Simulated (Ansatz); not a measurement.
Fe: from a trial structure to a relaxed crystal

These are results of DFT PBE, scalar-relativistic, plane waves, PAW in Ansatz, not measurements. Cutoff 420 eV, Γ-centred k mesh, Gaussian smearing, no spin polarisation in the final step.

The start puts Fe on the alpha-gallium structure type (Cmce, No. 64), at a guessed volume.

```
CELL_PARAMETERS angstrom
1.93853 -3.28545 0.00000
1.93853 3.28545 0.00000
0.00000 0.00000 3.88222
ATOMIC_POSITIONS crystal
Fe 0.15250 0.84750 0.07850
Fe 0.65250 0.34750 0.42150
Fe 0.84750 0.15250 0.92150
Fe 0.34750 0.65250 0.57850
```

Cell and atoms relax at zero pressure; the relaxation can't lower the symmetry of the start. After a coarse first stage the cell is made exact in the group found at 0.06 Å.

Energies count from the standard state of Fe at the same level.

Question: Which crystal results?

Answer: It ends in I4/mmm (No. 139). Conventional cell: a = 2.484 Å, c = 7.347 Å. Fe is coordinated by 5 Fe at 2.18–2.30 Å and 4 Fe at 2.48 Å.

```cif
data_structure
_symmetry_space_group_name_H-M 'I4/mmm'
_symmetry_Int_Tables_number 139
_cell_length_a 2.4841
_cell_length_b 2.4841
_cell_length_c 7.3469
_cell_angle_alpha 90.000
_cell_angle_beta 90.000
_cell_angle_gamma 90.000
_cell_volume 45.33
loop_
_atom_site_label
_atom_site_type_symbol
_atom_site_symmetry_multiplicity
_atom_site_Wyckoff_symbol
_atom_site_fract_x
_atom_site_fract_y
_atom_site_fract_z
_atom_site_occupancy
Fe1 Fe 4 e 0.50000 0.50000 0.35156 1
```

Question: What are its volume, energy, density and gap?

Answer: The volume per atom is 11.33 Å³. The density is 8.18 g/cm³. The energy over the standard structure is 0.49 eV/atom. The gap on the 30×30×30 mesh is 0 eV (a metal).

The final run used a 30×30×30 mesh on its 2-atom cell and 0.10 eV smearing. For metals, differences of a few meV/atom aren't resolved. A structure relaxed within its symmetry needn't be a true minimum.